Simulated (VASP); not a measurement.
# Al (Fm-3m) in VASP: a series of runs

Runs on Al. Level: LDA. Tasks: single point.

All numbers are computed with VASP 6.6.1; they aren't measurements. Logs are shortened: lines on timing, memory, paths and dates and some standing lists are left out, and cuts for length are marked.

## Step 1: The undisturbed crystal

The structure is cubic, space group Fm-3m (No. 225). Conventional cell: a = 4.050 Å, b = 4.050 Å, c = 4.050 Å, α = 90.00°, β = 90.00°, γ = 90.00°. Around Al (site symmetry m-3m) lie 12 Al at 2.86 Å.

## Step 2: Single point, LDA (grid = ENCUT=400 dk=0.35 cell=2x2x1 ISMEAR=1 SIGMA=0.1 LREAL=Auto EDIFF=1e-06)

INCAR reads:

```
SYSTEM = Al3Cu
PREC     = Accurate       ! precision mode
ENCUT    = 400            ! plane-wave cutoff, eV
EDIFF    = 1E-6           ! SCF threshold, eV
ISMEAR   = 1              ! smearing method
SIGMA    = 0.1            ! smearing width, eV
LREAL    = Auto         
LASPH    = .TRUE.         ! aspherical terms in the spheres
NELM     = 120            ! most SCF steps
ALGO     = Fast           ! electronic algorithm
ISIF     = 2              ! what is computed and relaxed
LWAVE    = .FALSE.        ! write WAVECAR
LCHARG   = .FALSE.        ! write CHGCAR
NBANDS   = 18             ! bands
```

KPOINTS reads:

```
regular mesh
0
G
  8 8 8
  0 0 0
```

POSCAR reads:

```
Al3Cu
1.0
    0.0000000000      4.0496100000      4.0496100000
    4.0496100000      0.0000000000      4.0496100000
    2.0248050000      2.0248050000      0.0000000000
Cu Al
1 3
Direct
    0.0000000000      0.0000000000      0.0000000000
    0.0000000000      0.5000000000      0.0000000000
    0.5000000000      0.0000000000      0.0000000000
    0.5000000000      0.5000000000      0.0000000000
```

Potentials or basis: VASP PAW LDA potentials, release 64 (Cu, Al).

Command:

```sh
cat potpaw_LDA.64/Cu/POTCAR potpaw_LDA.64/Al/POTCAR > POTCAR
mpirun -np 1 vasp_std > vasp.out
```

OUTCAR:

```text
SYSTEM = Al3Cu
   PREC = Accurate
   ENCUT = 400
   EDIFF = 1E-6
   ISMEAR = 1
   LREAL = Auto
   LASPH = .TRUE.
   NELM = 120
   ISIF = 2

 Found    105 irreducible k-points:

 Following reciprocal coordinates:
            Coordinates               Weight
  0.000000  0.000000  0.000000      1.000000
  0.125000  0.000000  0.000000      4.000000
  0.250000  0.000000  0.000000      4.000000
  0.375000  0.000000  0.000000      4.000000
  0.500000  0.000000  0.000000      2.000000
  0.125000  0.125000  0.000000      2.000000
   k-points           NKPTS =    105   k-points in BZ     NKDIM =    105   number of bands    NBANDS=     18
   number of dos      NEDOS =    301   number of ions     NIONS =      4
   total plane-waves  NPLWV =  32000
   dimension x,y,z NGX =    40 NGY =   40 NGZ =   20
   dimension x,y,z NGXF=    80 NGYF=   80 NGZF=   40
   ions per type =               1   3
   NGX,Y,Z   is equivalent  to a cutoff of  11.61, 11.61, 11.61 a.u.
   NGXF,Y,Z  is equivalent  to a cutoff of  23.22, 23.22, 23.22 a.u.
 SYSTEM =  Al3Cu
   PREC   = accura    normal or accurate (medium, high low for compatibility)
   ISTART =      0    job   : 0-new  1-cont  2-samecut
   ICHARG =      2    charge: 1-file 2-atom 10-const
   ISPIN  =      1    spin polarized calculation?
   LNONCOLLINEAR =      F non collinear calculations
   LSORBIT =      F    spin-orbit coupling
   LASPH  =      T    aspherical Exc in radial PAW
   ENCUT  =  400.0 eV  29.40 Ry    5.42 a.u.   9.34  9.34  4.67*2*pi/ulx,y,z
   NELM   =    120;   NELMIN=  2; NELMDL= -5     # of ELM steps
   EDIFF  = 0.1E-05   stopping-criterion for ELM
   LREAL  =      T    real-space projection
   EDIFFG = 0.1E-04   stopping-criterion for IOM
   NSW    =      0    number of steps for IOM
[... 5 lines left out ...]
   TEBEG  =    0.0;   TEEND  =   0.0 temperature during run
   PSTRESS=    0.0 pullay stress
   NELECT =      20.0000    total number of electrons
   NUPDOWN=      -1.0000    fix difference up-down
   EMIN   =  10.00;   EMAX   =-10.00  energy-range for DOS
   EFERMI =   0.00;   METHOD = LEGACY
   ISMEAR =     1;   SIGMA  =   0.10  broadening in eV -4-tet -1-fermi 0-gaus
   EFERMI_NEDOS =   21; number of points for ismear=-14 and -15
   IALGO  =     68    algorithm
   IMIX   =      4    mixing-type and parameters
     AMIX     =   0.40;   BMIX     =  1.00
     AMIX_MAG =   1.60;   BMIX_MAG =  1.00
  volume/ion in A,a.u.               =      16.60       112.04
  Fermi-wavevector in a.u.,A,eV,Ry     =   1.097333  2.073658 16.383305  1.204139
  Thomas-Fermi vector in A             =   2.233691
   LORBIT       =      0    0 simple, 1 ext, 2 COOP (PROOUT), +10 PAW based schemes
   GGA     = CA    functional components
   LHFCALC =     F    Hartree Fock is set to
   AEXX    =    0.0000 exact exchange contribution
   IVDW    =     0    specifies the selected vdW correction
   LEPSILON=     F    determine dielectric tensor
   LRPA    =     F    only Hartree local field effects (RPA)
 non-spin polarized calculation
 RMM-DIIS sequential band-by-band and
 Methfessel and Paxton  Order N= 1 SIGMA  =   0.10
  energy-cutoff  :      400.00
  volume of cell :       66.41
 maximum number of plane-waves:      1231
 NGX is ok and might be reduce to    40
   NGX = 19   NGY = 19   NGZ =  9

 number of electron      20.0000011 magnetization

 Free energy of the ion-electron system (eV)
  ---------------------------------------------------
  ext. energy  EPLUGINS =         0.00000000
  ---------------------------------------------------
  free energy    TOTEN  =       -17.03791153 eV

  energy without entropy =      -17.03654734  energy(sigma->0) =      -17.03745680

 E-fermi :   7.0309     XC(G=0): -10.5549

 val. band max:        7.0214409003   @ k =   0.2500   0.1250   0.2500
 cond. band min:       7.0313046582   @ k =   0.2500   0.1250   0.3750
 fundamental gap:      0.0098637579
 Fermi energy:         7.0308601489

 k-point     1 :       0.0000    0.0000    0.0000
  band No.  band energies     occupation
      1      -3.4631      2.00000
      2       2.0404      2.00000
      3       2.8105      2.00000
      4       2.8108      2.00000
      5       3.3045      2.00000
      6       3.4529      2.00000
[... 10 lines left out ...]
     17      18.3403      0.00000
     18      18.7779      0.00000

 k-point     2 :       0.1250    0.0000    0.0000
  band No.  band energies     occupation
      1      -3.3594      2.00000
      2       1.3633      2.00000
      3       2.5212      2.00000
      4       3.0646      2.00000
      5       3.3775      2.00000
      6       3.4685      2.00000
[... 10 lines left out ...]
     17      17.5750      0.00000
     18      17.7052      0.00000

 k-point     3 :       0.2500    0.0000    0.0000
  band No.  band energies     occupation
      1      -3.0515      2.00000
      2       0.2458      2.00000
      3       2.3503      2.00000
      4       2.9543      2.00000
      5       3.3511      2.00000
      6       3.7271      2.00000
[... 10 lines left out ...]
     17      16.5605      0.00000
     18      17.1249      0.00000

 k-point     4 :       0.3750    0.0000    0.0000
  band No.  band energies     occupation
      1      -2.5573      2.00000
      2      -0.7915      2.00000
      3       2.2695      2.00000
      4       2.8259      2.00000
      5       3.3147      2.00000
      6       3.6110      2.00000
[... 10 lines left out ...]
     17      15.6401      0.00000
     18      15.7550      0.00000

 k-point     5 :       0.5000    0.0000    0.0000
  band No.  band energies     occupation
      1      -2.0993      2.00000
      2      -1.4362      2.00000
      3       2.2582      2.00000
      4       2.7509      2.00000
      5       3.2923      2.00000
      6       3.5580      2.00000
[... 10 lines left out ...]
     17      15.0815      0.00000
     18      15.9475      0.00000

 k-point     6 :       0.1250    0.1250    0.0000
  band No.  band energies     occupation
      1      -3.3241      2.00000
      2       1.8104      2.00000
      3       1.8705      2.00000
      4       3.0717      2.00000
      5       3.4846      2.00000
      6       3.5815      2.00000
[... 10 lines left out ...]
     17      16.8297      0.00000
     18      17.9177      0.00000

 [... further k-points ...]

------------------------ aborting loop because EDIFF is reached ----------------------------------------

  FORCE on cell =-STRESS in cart. coord.  units (eV):
  Direction    XX          YY          ZZ          XY          YZ          ZX
  --------------------------------------------------------------------------------------
  -------------------------------------------------------------------------------------
  Total       -4.7450917     -4.7450917     -4.6423476      0.0550610      0.0000000     -0.0000000
  in kB     -114.4763022   -114.4763022   -111.9975798      1.3283584      0.0000000     -0.0000000
  external PRESSURE =    -113.6500614 kB  Pullay stress =       0.0000000 kB

 VOLUME and BASIS-vectors are now :
 -----------------------------------------------------------------------------
  energy-cutoff  :      400.00
  volume of cell :       66.41
      direct lattice vectors                 reciprocal lattice vectors
     0.000000000  4.049610000  4.049610000    -0.123468680  0.123468680  0.123468680
     4.049610000  0.000000000  4.049610000     0.123468680 -0.123468680  0.123468680
     2.024805000  2.024805000  0.000000000     0.246937359  0.246937359 -0.246937359

 POSITION                                       TOTAL-FORCE (eV/Angst)
 -----------------------------------------------------------------------------------
      0.00000      0.00000      0.00000         0.000000      0.000000     -0.000000
      2.02481      0.00000      2.02481         0.000000      0.000000      0.000000
      0.00000      2.02481      2.02481         0.000000      0.000000     -0.000000
      2.02481      2.02481      4.04961        -0.000000     -0.000000      0.000000
 -----------------------------------------------------------------------------------
    total drift:                                0.000000     -0.000000     -0.000000

  FREE ENERGIE OF THE ION-ELECTRON SYSTEM (eV)
  ---------------------------------------------------
  free  energy   TOTEN  =       -17.0379115306 eV

  energy  without entropy=      -17.0365473359  energy(sigma->0) =      -17.03745680
```

Run time: 80 s. Hardware: 1 thread of Intel Xeon Platinum 8559C (Emerald Rapids), shared host; peak memory 0.18 GiB.

These settings aren't checked as converged: the numbers below hold their error.

What came out:

- Free energy: -17.0379 eV
- Pressure: -11.4 GPa
- Band gap on the k mesh: none (metal or under the smearing width)

## Step 3: Single point, LDA (grid = ENCUT=350 dk=0.27 cell=2x2x1 ISMEAR=1 SIGMA=0.1 LREAL=Auto EDIFF=1e-06)

INCAR: that of step 2 with these lines changed.

```diff
@@ -2,3 +2,3 @@
 PREC     = Accurate       ! precision mode
-ENCUT    = 400            ! plane-wave cutoff, eV
+ENCUT    = 350            ! plane-wave cutoff, eV
 EDIFF    = 1E-6           ! SCF threshold, eV
```

KPOINTS reads:

```
regular mesh
0
G
  10 10 10
  0 0 0
```

POSCAR is that of step 2.

Potentials or basis: VASP PAW LDA potentials, release 64 (Cu, Al).

Command:

```sh
cat potpaw_LDA.64/Cu/POTCAR potpaw_LDA.64/Al/POTCAR > POTCAR
mpirun -np 1 vasp_std > vasp.out
```

Run time: 1.9 min. Hardware: 1 thread of Intel Xeon Platinum 8559C (Emerald Rapids), shared host; peak memory 0.19 GiB.

The run converged, but some of its settings lie outside the range that counts as converged, so its numbers aren't taken as properties of the crystal.

Results:

```
Free energy            : -17.0763 eV
Pressure               : -11.1 GPa
Band gap on the k mesh : none (metal or under the smearing width)
```

Caveat: the cutoff is under 1.25 times the usual one of these potentials, so pressure, stress and relaxed cells hold a basis-set (Pulay) error.

## Step 4: Single point, LDA (grid = ENCUT=500 dk=0.35 cell=2x2x1 ISMEAR=1 SIGMA=0.1 LREAL=Auto EDIFF=1e-06)

INCAR: that of step 3 with these lines changed.

```diff
@@ -2,3 +2,3 @@
 PREC     = Accurate       ! precision mode
-ENCUT    = 350            ! plane-wave cutoff, eV
+ENCUT    = 500            ! plane-wave cutoff, eV
 EDIFF    = 1E-6           ! SCF threshold, eV
```

KPOINTS reads:

```
regular mesh
0
G
  8 8 8
  0 0 0
```

POSCAR is that of step 3.

Command:

```sh
cat potpaw_LDA.64/Cu/POTCAR potpaw_LDA.64/Al/POTCAR > POTCAR
mpirun -np 1 vasp_std > vasp.out
```

Run time: 2.2 min. Hardware: 1 thread of Intel Xeon Platinum 8559C (Emerald Rapids), shared host; peak memory 0.21 GiB.

The run converged, but some of its settings lie outside the range that counts as converged, so its numbers aren't taken as properties of the crystal.

What came out:

```yaml
Free_energy: -17.0354 eV
Pressure: -11.0 GPa
Band_gap_on_the_k_mesh: none (metal or under the smearing width)
```

## Step 5: For comparison

An earlier run on the cell as given: functional PBE; potentials or basis VASP PAW PBE potentials, release 64 (Al); cutoff 520 eV; k mesh 11 × 11 × 11; occupations fermi-dirac, width 0.05 eV; no spin polarisation.

* Pressure: -0.5 GPa
* Band gap on the k mesh: none (metal or under the smearing width)
